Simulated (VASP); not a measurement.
Set up this calculation in VASP 6.6.1, as the native input.

- Task: single point
- Functional: PBE
- Potentials or basis: VASP PAW PBE potentials, release 64 (La)
- Cutoff: 520 eV
- k mesh: 6 × 6 × 6
- Occupations: gaussian, width 0.05 eV
- Spin: no spin polarisation
- Dipole correction: no
- Further INCAR settings: ALGO = Normal; EDIFF = 1e-07; NBANDS = 12

The structure of La lies in POSCAR:

```
La
1.0
   -2.1053195634      2.1053195634      2.1053195634
    2.1053195634     -2.1053195634      2.1053195634
    2.1053195634      2.1053195634     -2.1053195634
La
1
Direct
    0.0000000000      0.0000000000      0.0000000000
```

The cell was built by a generator and needn't be a form met in nature.

One way to write it, as run:

INCAR

```
PREC = Accurate ; ENCUT = 520
EDIFF = 1E-7 ; ISMEAR = 0
SIGMA = 0.05 ; LREAL = False
LASPH = True ; NELM = 80
ALGO = Normal ; ISIF = 2
LWAVE = False ; LCHARG = False
GGA = PE ; NBANDS = 12
```

KPOINTS

```
regular mesh
0
Gamma
  6 6 6
```

Potentials or basis: VASP PAW PBE potentials, release 64 (La).

The run is started by

```sh
$ cat potpaw_PBE.64/La/POTCAR > POTCAR
$ mpirun -np 1 vasp_std > vasp.out
```

It gave:

```
Pressure               : 1.3 GPa
Band gap on the k mesh : none (metal or under the smearing width)
```

Wall time 14 s on 1 thread of Intel(R) Xeon(R) Platinum 8259CL CPU @ 2.50GHz (Skylake/Cascade Lake), on a shared host, peak memory 0.16 GiB.
